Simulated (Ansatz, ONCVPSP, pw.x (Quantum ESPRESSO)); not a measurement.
## Ag (Z = 47) (diamond): variants of one ONCV potential in the solid

```json
{"Element": "silver (Ag)", "Generator": "ONCVPSP 4.0.1.1 (patched build)", "Type": "optimised norm-conserving Vanderbilt (ONCV)", "Functional": "PBE", "Relativity": "scalar-relativistic", "Frozen core": "[Kr]", "Valence charge": "11", "Reference configuration": "4d10 5s1", "Partial waves": "5s: rc 2.75 bohr, ncon 3, nbas 6, qcut 2.2 1/bohr, 2 projectors, debl 0.5 Ha; p scattering state at 0.24 Ha: rc 2.70 bohr, ncon 4, nbas 9, qcut 2.9 1/bohr, 2 projectors, debl 1.4 Ha; 4d: rc 1.50 bohr, ncon 3, nbas 7, qcut 10.1 1/bohr, 2 projectors, debl 4 Ha", "Local potential": "polynomial inside 1.35 bohr (lpopt 5, dvloc0 6 Ha)", "Core correction": "Teter function, fcfact 2.75, rcfact 1.8"}
```

In the p channel the program set the typed energies aside and used 0.050, 1.450 Ha.

Crystal test: diamond Ag in pw.x 7.5, no spin, 8³ k-points, Fermi–Dirac smearing 0.01 Ry, cutoffs set for each file from its atomic test. The reference is all-electron LAPW (Ansatz 0.2.0) with the same functional, mesh and smearing; V0 and B0 come from Birch–Murnaghan fits to the pressures at five volumes. Errors are pseudo minus all-electron; Δ is the rms difference of the E(V) curves that follow from these fits, minima aligned, over ±6 % about the mean V0. Mesh and smearing are coarse, so the numbers serve the comparison and aren't converged zero-temperature values; the lattice is a test structure that the element need not adopt.

All-electron: a0 = 6.217 Å (V0 = 30.04 Å³/atom), B0 = 30.1 GPa.

Base: The largest radius (2.75 bohr) exceeds half the bond length (2.54 bohr), so the spheres overlap, which is one possible source of error among others. This is a poor potential for the solid. The generator flags a localised state at positive energy (s at 26 eV). Atomic configuration tests: 1 of 4 tests not solved or not reliable.

1 further variants are left out: they gave no file fit for a test, a broken result, the same result as the base, or pressures whose basis-set error rivals the error shown.

```csv
change,cutoffs (Ry),pw.x,a0 (Å),a0 error (%),B0 error (%),Δ (meV/atom),mean pressure error (GPa)
base,90/360,converged; energies reset by the program,6.269,+0.83,-4.2,4.9,+0.79
s: qcut 1.7,90/360,converged; energies reset by the program,6.274,+0.91,-4.7,5.4,+0.86
p: qcut 2.2,90/360,converged; energies reset by the program,6.269,+0.83,-3.9,4.9,+0.79
"core correction Teter function, fcfact 1.7, rcfact 1.8",90/360,converged; energies reset by the program,6.242,+0.39,-1.5,2.3,+0.37
```

Problem. Give the row for: d: rc 1.46.

Solution. pw.x: converged; energies reset by the program; mean pressure error (GPa): +0.76; a0 (Å): 6.267; a0 error (%): +0.80; B0 error (%): -3.7; Δ (meV/atom): 4.7.
